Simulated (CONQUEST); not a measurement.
Runs of CONQUEST 1.3 on Hf. Symmetry: Im-3m, No. 229, cubic system. Conventional cell: a = 3.610 Å, b = 3.610 Å, c = 3.610 Å, α = 90.00°, β = 90.00°, γ = 90.00°. Around Hf (site symmetry m-3m) lie 8 Hf at 3.13 Å. This isn't the form of Hf at room conditions, which is hcp.

```csv
task,level,potentials or basis,spin,cell,k mesh,smearing,optimiser,max steps of the ions,gap on the mesh (eV),pressure (GPa),moment (μB),largest force (eV/Å)
single point,PBEint,"PseudoDojo NC PBEsol, DZP, grid cutoff 80 Ha","collinear, random start","atoms of the box moved at random, drawn with an rms of 0.05 Å",5 × 5 × 5,fermi-dirac 0.1 eV,-,-,none,-6.9,0.00,0.45
single point,PBE,"PseudoDojo NC PBE, DZP, grid cutoff 120 Ha",off,"atoms of the box moved at random, drawn with an rms of 0.05 Å",7 × 7 × 7,fermi-dirac 0.05 eV,-,-,none,-4.7,-,0.22
relaxation of the atoms,PBE,"PseudoDojo NC PBE, SZ, grid cutoff 120 Ha",off,"atoms relaxed from: atoms of the box moved at random, drawn with an rms of 0.05 Å",5 × 5 × 5,methfessel-paxton of order 1 0.05 eV,sqnm,30,none,-11.6,-,0.05
single point,OLYP,"PseudoDojo NC PBE, SZP, grid cutoff 100 Ha","collinear, antiferromagnetic start",as given,6 × 6 × 6,fermi-dirac 0.05 eV,-,-,none,-4.4,0.00,-
single point,RPBE,"PseudoDojo NC PBEsol, SZP, grid cutoff 100 Ha","collinear, random start",volume scaled by 1.25,6 × 6 × 6,methfessel-paxton of order 2 0.2 eV,-,-,none,(a),0.00,-
```

Q: Estimate the missing entries.

A: (a) -16.6.

Caveats: the basis of atomic orbitals isn't converged, which shifts pressures, moduli and gaps; the potentials were made for another functional, which shifts forces and pressure (some runs); the atomic basis is small (some runs); the energies along the path lack the entropy term of the smearing (some runs).

A k mesh can miss the band edges, and the runs leave out spin-orbit coupling on Hf.

A gap of «none» marks a metal or a gap under the smearing width.
